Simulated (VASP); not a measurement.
# BeTe (F-43m) in VASP: further runs

Runs on BeTe. Level: PBE. Tasks: relaxation of cell and atoms, electrostatic potential.

Everything below comes from runs of VASP 6.6.1. Logs are shortened: lines on timing, memory, paths and dates and some standing lists are left out, and cuts for length are marked.

## Step 1: The structure

It takes space group F-43m (No. 216, cubic). The conventional cell has a = 5.620 Å, b = 5.620 Å, c = 5.620 Å, α = 90.00°, β = 90.00°, γ = 90.00°. Around Be (site symmetry -43m) lie 4 Te at 2.43 Å. Te (site symmetry -43m) has 4 Be at 2.43 Å as nearest neighbours.

The cell was built by a generator and needn't be a form met in nature.

## Step 2: Relaxation of cell and atoms, PBE

Input file INCAR:

```
PREC = Accurate ; ENCUT = 700
EDIFF = 1E-7 ; ISMEAR = 0
SIGMA = 0.02 ; LREAL = False
LASPH = True ; NELM = 120
ALGO = Fast ; ISIF = 3
LWAVE = False ; LCHARG = False
GGA = PE ; IBRION = 2
NSW = 60 ; EDIFFG = -0.005
```

Input file KPOINTS:

```
regular mesh
0
Gamma
  10 10 10
```

Input file POSCAR:

```
BeTe
1.0
    0.0000000000      2.8100000000      2.8100000000
    2.8100000000      0.0000000000      2.8100000000
    2.8100000000      2.8100000000      0.0000000000
Be Te
1 1
Direct
    0.0000000000      0.0000000000      0.0000000000
    0.2500000000      0.2500000000      0.2500000000
```

Potentials or basis: VASP PAW PBE potentials, release 64 (Be, Te).

Launch:

```
$ cat potpaw_PBE.64/Be/POTCAR potpaw_PBE.64/Te/POTCAR > POTCAR
$ mpirun -np 1 vasp_std > vasp.out
```

OUTCAR:

```text
PREC = Accurate
   ENCUT = 700
   EDIFF = 1E-7
   ISMEAR = 0
   LREAL = False
   LASPH = True
   NELM = 120
   ISIF = 3
   GGA = PE
   IBRION = 2
   NSW = 60
   EDIFFG = -0.005

 ion  position               nearest neighbor table
   1  0.000  0.000  0.000-   2 2.43   2 2.43   2 2.43   2 2.43
   2  0.250  0.250  0.250-   1 2.43   1 2.43   1 2.43   1 2.43

  LATTYP: Found a face centered cubic cell.
 ALAT       =     5.6200000000

  Lattice vectors:

 A1 = (   0.0000000000,   2.8100000000,   2.8100000000)
 A2 = (   2.8100000000,   0.0000000000,   2.8100000000)
 A3 = (   2.8100000000,   2.8100000000,   0.0000000000)

Analysis of symmetry for initial positions (statically):
=====================================================================
 Subroutine PRICEL returns:
 Original cell was already a primitive cell.

 Routine SETGRP: Setting up the symmetry group for a
 face centered cubic supercell.

 Subroutine GETGRP returns: Found 24 space group operations
 (whereof 24 operations were pure point group operations)
 out of a pool of 48 trial point group operations.

The static configuration has the point symmetry T_d .

Analysis of symmetry for dynamics (positions and initial velocities):
=====================================================================
 Subroutine PRICEL returns:
 Original cell was already a primitive cell.

 Routine SETGRP: Setting up the symmetry group for a
 face centered cubic supercell.

 Subroutine GETGRP returns: Found 24 space group operations
 (whereof 24 operations were pure point group operations)
 out of a pool of 48 trial point group operations.

The dynamic configuration has the point symmetry T_d .

 Subroutine INISYM returns: Found 24 space group operations
 (whereof 24 operations are pure point group operations),
 and found     1 'primitive' translations

----------------------------------------------------------------------------------------

                                     Primitive cell

  volume of cell :      44.3761

  direct lattice vectors                    reciprocal lattice vectors
     0.000000000  2.810000000  2.810000000    -0.177935943  0.177935943  0.177935943
     2.810000000  0.000000000  2.810000000     0.177935943 -0.177935943  0.177935943
     2.810000000  2.810000000  0.000000000     0.177935943  0.177935943 -0.177935943

  length of vectors
     3.973940110  3.973940110  3.973940110     0.308194094  0.308194094  0.308194094

  position of ions in fractional coordinates (direct lattice)
     0.000000000  0.000000000  0.000000000
     0.250000000  0.250000000  0.250000000

  ion indices of the primitive-cell ions
   primitive index   ion index
                 1           1
                 2           2

----------------------------------------------------------------------------------------

 KPOINTS: regular mesh

Automatic generation of k-mesh.
 Grid dimensions read from file:
 generate k-points for:   10   10   10

 Generating k-lattice:

  Cartesian coordinates                     Fractional coordinates (reciprocal lattice)
    -0.017793594  0.017793594  0.017793594     0.100000000  0.000000000  0.000000000
     0.017793594 -0.017793594  0.017793594     0.000000000  0.100000000  0.000000000
     0.017793594  0.017793594 -0.017793594     0.000000000  0.000000000  0.100000000

  Length of vectors
     0.030819409  0.030819409  0.030819409

  Shift w.r.t. Gamma in fractional coordinates (k-lattice)
     0.000000000  0.000000000  0.000000000

 Subroutine IBZKPT returns following result:
 ===========================================

 Found     47 irreducible k-points:

 Following reciprocal coordinates:
            Coordinates               Weight
  0.000000  0.000000  0.000000      1.000000
  0.100000  0.000000  0.000000      8.000000
  0.200000  0.000000  0.000000      8.000000
  0.300000  0.000000  0.000000      8.000000
  0.400000  0.000000  0.000000      8.000000
  0.500000  0.000000  0.000000      4.000000
[... 16 lines left out ...]
  0.300000  0.300000  0.000000      6.000000
  0.400000  0.300000  0.000000     24.000000
 [... further k-points ...]
   k-points           NKPTS =     47   k-points in BZ     NKDIM =     47   number of bands    NBANDS=      8
   number of dos      NEDOS =    301   number of ions     NIONS =      2
   total plane-waves  NPLWV =  46656
   dimension x,y,z NGX =    36 NGY =   36 NGZ =   36
   dimension x,y,z NGXF=    72 NGYF=   72 NGZF=   72
   ions per type =               1   1
   NGX,Y,Z   is equivalent  to a cutoff of  15.06, 15.06, 15.06 a.u.
   NGXF,Y,Z  is equivalent  to a cutoff of  30.12, 30.12, 30.12 a.u.
 SYSTEM =  unknown system
   PREC   = accura    normal or accurate (medium, high low for compatibility)
   ISTART =      0    job   : 0-new  1-cont  2-samecut
   ICHARG =      2    charge: 1-file 2-atom 10-const
   ISPIN  =      1    spin polarized calculation?
   LNONCOLLINEAR =      F non collinear calculations
   LSORBIT =      F    spin-orbit coupling
   LASPH  =      T    aspherical Exc in radial PAW
   ENCUT  =  700.0 eV  51.45 Ry    7.17 a.u.   8.57  8.57  8.57*2*pi/ulx,y,z
   NELM   =    120;   NELMIN=  2; NELMDL= -5     # of ELM steps
   EDIFF  = 0.1E-06   stopping-criterion for ELM
   LREAL  =      F    real-space projection
   EDIFFG = -.5E-02   stopping-criterion for IOM
   NSW    =     60    number of steps for IOM
   IBRION =      2    ionic relax: 0-MD 1-quasi-New 2-CG
   NFREE  =      1    steps in history (QN), initial steepest desc. (CG)
   ISIF   =      3    stress and relaxation
   ISYM   =      2    0-nonsym 1-usesym 2-fastsym
   POTIM  = 0.5000    time-step for ionic-motion
   TEBEG  =    0.0;   TEEND  =   0.0 temperature during run
   PSTRESS=    0.0 pullay stress
   NELECT =       8.0000    total number of electrons
   NUPDOWN=      -1.0000    fix difference up-down
   EMIN   =  10.00;   EMAX   =-10.00  energy-range for DOS
   EFERMI =   0.00;   METHOD = LEGACY
   ISMEAR =     0;   SIGMA  =   0.02  broadening in eV -4-tet -1-fermi 0-gaus
   EFERMI_NEDOS =   21; number of points for ismear=-14 and -15
   IALGO  =     68    algorithm
   IMIX   =      4    mixing-type and parameters
     AMIX     =   0.40;   BMIX     =  1.00
     AMIX_MAG =   1.60;   BMIX_MAG =  1.00
  volume/ion in A,a.u.               =      22.19       149.73
  Fermi-wavevector in a.u.,A,eV,Ry     =   0.924816  1.747648 11.636845  0.855284
  Thomas-Fermi vector in A             =   2.050602
   LORBIT       =      0    0 simple, 1 ext, 2 COOP (PROOUT), +10 PAW based schemes
   GGA     = PE    functional components
   LHFCALC =     F    Hartree Fock is set to
   AEXX    =    0.0000 exact exchange contribution
   IVDW    =     0    specifies the selected vdW correction
   LEPSILON=     F    determine dielectric tensor
   LRPA    =     F    only Hartree local field effects (RPA)
 conjugate gradient relaxation of ions
 non-spin polarized calculation
 RMM-DIIS sequential band-by-band and
 Gauss-broadening in eV      SIGMA  =   0.02
  energy-cutoff  :      700.00
  volume of cell :       44.38
 maximum number of plane-waves:      1892
 NGX is ok and might be reduce to    36
   NGX = 17   NGY = 17   NGZ = 17

--------------------------------------- Ionic step        1  -------------------------------------------

 number of electron       8.0000000 magnetization

 Free energy of the ion-electron system (eV)
  ---------------------------------------------------
  ext. energy  EPLUGINS =         0.00000000
  ---------------------------------------------------
  free energy    TOTEN  =        -7.61983381 eV

  energy without entropy =       -7.61983381  energy(sigma->0) =       -7.61983381

------------------------ aborting loop because EDIFF is reached ----------------------------------------

  FORCE on cell =-STRESS in cart. coord.  units (eV):
  Direction    XX          YY          ZZ          XY          YZ          ZX
  --------------------------------------------------------------------------------------
  -------------------------------------------------------------------------------------
  Total        0.4228407      0.4228407      0.4228407     -0.0000000      0.0000000     -0.0000000
  in kB       15.2664636     15.2664636     15.2664636     -0.0000000      0.0000000     -0.0000000
  external PRESSURE =      15.2664636 kB  Pullay stress =       0.0000000 kB
[... 57 lines left out ...]
  energy  without entropy=       -7.6249905261  energy(sigma->0) =       -7.62499053

--------------------------------------- Ionic step        3  -------------------------------------------

 number of electron       8.0000000 magnetization

 Free energy of the ion-electron system (eV)
  ---------------------------------------------------
  ext. energy  EPLUGINS =         0.00000000
  ---------------------------------------------------
  free energy    TOTEN  =        -7.62517911 eV

  energy without entropy =       -7.62517911  energy(sigma->0) =       -7.62517911

 E-fermi :   5.0272     XC(G=0):  -8.9801

 val. band max:        4.8832125172   @ k =   0.0000   0.0000   0.0000
 cond. band min:       6.9034724727   @ k =   0.5000   0.5000   0.0000
 fundamental gap:      2.0202599555
 Fermi energy:         5.0272331176

 k-point     1 :       0.0000    0.0000    0.0000
  band No.  band energies     occupation
      1      -7.2889      2.00000
      2       4.8832      2.00000
      3       4.8832      2.00000
      4       4.8832      2.00000
      5       8.5087      0.00000
      6       8.5087      0.00000
      7       8.5087      0.00000
      8       8.5655      0.00000
[... 243 lines left out ...]
 k-point    24 :       0.4000    0.3000    0.0000
  band No.  band energies     occupation
      1      -5.9865      2.00000
      2       0.6978      2.00000
      3       2.4548      2.00000
      4       2.7186      2.00000
      5       7.4090      0.00000
      6       8.5827      0.00000
      7      12.3496      0.00000
      8      12.5511      0.00000

 [... further k-points ...]
[... 5 lines left out ...]
  --------------------------------------------------------------------------------------
  -------------------------------------------------------------------------------------
  Total        0.0014094      0.0014094      0.0014094      0.0000000      0.0000000      0.0000000
  in kB        0.0495996      0.0495996      0.0495996      0.0000000      0.0000000      0.0000000
  external PRESSURE =       0.0495996 kB  Pullay stress =       0.0000000 kB
[... 17 lines left out ...]
  FREE ENERGIE OF THE ION-ELECTRON SYSTEM (eV)
  ---------------------------------------------------
  free  energy   TOTEN  =        -7.6251791094 eV

  energy  without entropy=       -7.6251791094  energy(sigma->0) =       -7.62517911

 reached required accuracy - stopping structural energy minimisation
```

Wall time 93 s (1 thread of Intel Xeon Platinum 8375C at 2.90GHz (Ice Lake), shared host); peak memory 0.23 GiB.

What came out:

- Free energy: -7.6252 eV
- Relaxed volume: 22.76 Å³/atom
- Relaxed cell: a = 4.008 Å, b = 4.008 Å, c = 4.008 Å, α = 60.00°, β = 60.00°, γ = 60.00°
- Space group after relaxing (to 0.05 Å): F-43m (No. 216)
- Energy gained by relaxing: 2.7 meV/atom
- Ionic steps: 3
- Pressure after relaxing: 0.0 GPa
- Band gap on the k mesh: 2.02 eV, indirect (least direct gap 3.63 eV)

The path:
| step | energy change (eV) | largest force (eV/Å) | pressure (GPa) | volume (Å³) |
| --- | --- | --- | --- | --- |
| 1 | 0.0000 | 0.0000 | 1.53 | 44.38 |
| 2 | -0.0052 | 0.0000 | -0.27 | 45.75 |
| 3 | -0.0053 | 0.0000 | 0.00 | 45.53 |

Final structure:
```yaml
crystal:
  lattice:
    - [0.00000, 2.83405, 2.83405]
    - [2.83405, 0.00000, 2.83405]
    - [2.83405, 2.83405, 0.00000]
  atoms:
    - { symbol: Be, position: [0.00000, 0.00000, 0.00000] }
    - { symbol: Te, position: [0.25000, 0.25000, 0.25000] }
```

Levels at points of the mesh, in eV from the valence-band top:
```
           k point  band 1  band 2  band 3  band 4  band 5  band 6  band 7  band 8
(0.00, 0.00, 0.00)  -12.17    0.00    0.00    0.00    3.63    3.63    3.63    3.68
(0.50, 0.00, 0.00)  -10.88   -5.42   -1.10   -1.10    3.03    4.60    4.60    7.82
(0.50, 0.50, 0.00)  -10.40   -5.01   -2.57   -2.57    2.02    2.69    9.58    9.58
```

Caveat: spin-orbit coupling is left out, which moves the levels of the heavy elements. As with any semilocal functional, this PBE gap is likely too small.

## Step 3: Electrostatic potential, PBE

This run uses another cell than the first one, of 22.76 Å³/atom, 1.026 times its volume.

Input file INCAR:

```
PREC = Accurate ; ENCUT = 700
EDIFF = 1E-7 ; ISMEAR = 0
SIGMA = 0.02 ; LREAL = F
LASPH = T ; NELM = 60
ALGO = Fast ; ISIF = 2
LWAVE = F ; LCHARG = T
GGA = PE ; LVHAR = T
```

Input file KPOINTS:

```
Automatic mesh
0
Gamma
  10 10 10
```

Input file POSCAR:

```
BeTe                                    
1.0
    0.0000000000      2.8340512169      2.8340512169
    2.8340512169      0.0000000000      2.8340512169
    2.8340512169      2.8340512169     -0.0000000000
  Be              Te            
     1     1
Direct
     0.0000000000000000    0.0000000000000000    0.0000000000000000
     0.2500000000000000    0.2500000000000000    0.2500000000000000
```

Potentials or basis: VASP PAW PBE potentials, release 64 (Be, Te).

Launch:

```
$ cat potpaw_PBE.64/Be/POTCAR potpaw_PBE.64/Te/POTCAR > POTCAR
$ mpirun -np 1 vasp_std > vasp.out
```

OUTCAR:

```text
PREC = Accurate
   ENCUT = 700
   EDIFF = 1E-7
   ISMEAR = 0
   LREAL = F
   LASPH = T
   NELM = 60
   ISIF = 2
   GGA = PE

 ion  position               nearest neighbor table
   1  0.000  0.000  0.000-   2 2.45   2 2.45   2 2.45   2 2.45
   2  0.250  0.250  0.250-   1 2.45   1 2.45   1 2.45   1 2.45

  LATTYP: Found a face centered cubic cell.
 ALAT       =     5.6681024338

  Lattice vectors:

 A1 = (   0.0000000000,   2.8340512169,   2.8340512169)
 A2 = (   2.8340512169,   0.0000000000,   2.8340512169)
 A3 = (   2.8340512169,   2.8340512169,   0.0000000000)

Analysis of symmetry for initial positions (statically):
=====================================================================
 Subroutine PRICEL returns:
 Original cell was already a primitive cell.

 Routine SETGRP: Setting up the symmetry group for a
 face centered cubic supercell.

 Subroutine GETGRP returns: Found 24 space group operations
 (whereof 24 operations were pure point group operations)
 out of a pool of 48 trial point group operations.

The static configuration has the point symmetry T_d .

Analysis of symmetry for dynamics (positions and initial velocities):
=====================================================================
[... 161 lines left out ...]

 val. band max:        4.8832460929   @ k =   0.0000   0.0000   0.0000
 cond. band min:       6.9035517463   @ k =   0.5000   0.5000   0.0000
 fundamental gap:      2.0203056535
 Fermi energy:         5.0273092952

 k-point     1 :       0.0000    0.0000    0.0000
  band No.  band energies     occupation
      1      -7.2889      2.00000
      2       4.8832      2.00000
      3       4.8832      2.00000
      4       4.8832      2.00000
      5       8.5088      0.00000
      6       8.5088      0.00000
      7       8.5088      0.00000
      8       8.5656      0.00000
[... 243 lines left out ...]
 k-point    24 :       0.4000    0.3000    0.0000
  band No.  band energies     occupation
      1      -5.9865      2.00000
      2       0.6979      2.00000
      3       2.4549      2.00000
      4       2.7186      2.00000
      5       7.4091      0.00000
      6       8.5827      0.00000
      7      12.3497      0.00000
      8      12.5511      0.00000

 [... further k-points ...]
[... 5 lines left out ...]
  --------------------------------------------------------------------------------------
  -------------------------------------------------------------------------------------
  Total        0.0018765      0.0018765      0.0018765      0.0000000      0.0000000      0.0000000
  in kB        0.0660387      0.0660387      0.0660387      0.0000000      0.0000000      0.0000000
  external PRESSURE =       0.0660387 kB  Pullay stress =       0.0000000 kB

 VOLUME and BASIS-vectors are now :
 -----------------------------------------------------------------------------
  energy-cutoff  :      700.00
  volume of cell :       45.53
      direct lattice vectors                 reciprocal lattice vectors
     0.000000000  2.834051217  2.834051217    -0.176425887  0.176425887  0.176425887
     2.834051217  0.000000000  2.834051217     0.176425887 -0.176425887  0.176425887
     2.834051217  2.834051217  0.000000000     0.176425887  0.176425887 -0.176425887

 POSITION                                       TOTAL-FORCE (eV/Angst)
 -----------------------------------------------------------------------------------
      0.00000      0.00000      0.00000        -0.000000     -0.000000     -0.000000
      1.41703      1.41703      1.41703         0.000000      0.000000      0.000000
 -----------------------------------------------------------------------------------
    total drift:                                0.000000      0.000000      0.000000

  FREE ENERGIE OF THE ION-ELECTRON SYSTEM (eV)
  ---------------------------------------------------
  free  energy   TOTEN  =        -7.6252027595 eV

  energy  without entropy=       -7.6252027595  energy(sigma->0) =       -7.62520276
```

Run time: 39 s. Hardware: 1 thread of Intel Xeon Platinum 8375C at 2.90GHz (Ice Lake), shared host; peak memory 0.22 GiB.

What came out:

* Free energy: -7.6252 eV
* Pressure: 0.0 GPa
* Band gap on the k mesh: 2.02 eV, indirect (least direct gap 3.63 eV)

Levels at points of the mesh, in eV from the valence-band top:
```tsv
k point	band 1	band 2	band 3	band 4	band 5	band 6	band 7	band 8
(0.00, 0.00, 0.00)	-12.17	0.00	0.00	0.00	3.63	3.63	3.63	3.68
(0.50, 0.00, 0.00)	-10.88	-5.42	-1.10	-1.10	3.03	4.60	4.60	7.82
(0.50, 0.50, 0.00)	-10.40	-5.01	-2.57	-2.57	2.02	2.69	9.58	9.58
```

Caveat: spin-orbit coupling is left out, which moves the levels of the heavy elements.
